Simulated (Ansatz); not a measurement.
Point defect: Hf on a Si site in SiO2

These are results of DFT PBE, scalar-relativistic, plane waves, PAW in Ansatz, not measurements. Run with 420 eV cutoff, 2×2×2 k-mesh, shifted by half a step, Gaussian smearing of 0.01 eV, collinear spin in charge +1, -1 alone.

Host crystal, relaxed:

```xyz
12
Lattice="5.0833 0.0000 0.0000 0.0000 5.0833 0.0000 0.0000 0.0000 7.0989" Properties=species:S:1:pos:R:3 pbc="T T T"
Si    3.5891    3.5891    3.5494
Si    4.0358    1.0475    5.3242
Si    1.0475    4.0358    1.7747
Si    1.4942    1.4942    0.0000
O     4.6074    3.8574    2.3121
O     0.4758    1.2258    5.8616
O     3.8574    4.6074    4.7868
O     1.3158    3.0175    0.5374
O     1.2258    0.4758    1.2373
O     2.0658    3.7675    3.0120
O     3.0175    1.3158    6.5615
O     3.7675    2.0658    4.0869
```

Supercell of 48 atoms, rows in host cell vectors: 1 1 -1; -1 1 1; 1 -1 1. Atoms relax at the host's cell, keeping the symmetry that the supercell leaves at the site. The cell is small, so energies carry finite-size errors of tenths of an eV. The host's Kohn–Sham gap is 5.51 eV. Atoms are taken from and returned to the elements' standard states. Charged cells are corrected for image charges with the computed static dielectric tensor (mean 4.0) and aligned with the host's potential at far atoms (alignment terms reach 0.63 eV; the program doubts the alignment in some charges, where it is up to 0.63 eV). No band-filling term is added, and the Fermi level counts from the host's valence band top.

Spin-orbit coupling is left out, which matters for the bands and energies of heavy elements. Starting moments were lost in some runs.

Defect: Hf on a Si site set at (0.706, 0.706, 0.500) of the host cell. In charges +1, 0, -1 some atom moved by up to 0.6 Å, so the relaxed defect can differ in kind from the start. Before relaxation its nearest neighbours are 4 O at 1.62 Å.

| charge | E_f at the valence band top (eV) | over the neutral state (eV) | moment (μB) | largest move (Å) | atoms near the site |
| --- | --- | --- | --- | --- | --- |
| +1 | -0.46 | 0.39 | 1.00 | 0.55 | 4 O at 1.94 Å |
| 0 | -0.84 | 0.00 | 0.00 | 0.54 | 2 O at 1.93 Å, 2 O at 1.94 Å |
| -1 | 5.41 | 6.25 | 0.00 | 0.56 | 4 O at 1.94 Å |

Among the charges computed the stable one is 0 at the valence band top and stays so across the gap. In charge +1, -1 the extra carrier would gain by moving to a band edge of the host, so it isn't bound in the gap. In charge -1 the cell has partly filled bands: a level of the defect may be part filled, the carrier may sit in the host's bands, or levels may cross between the k points, so transitions that involve it are doubtful.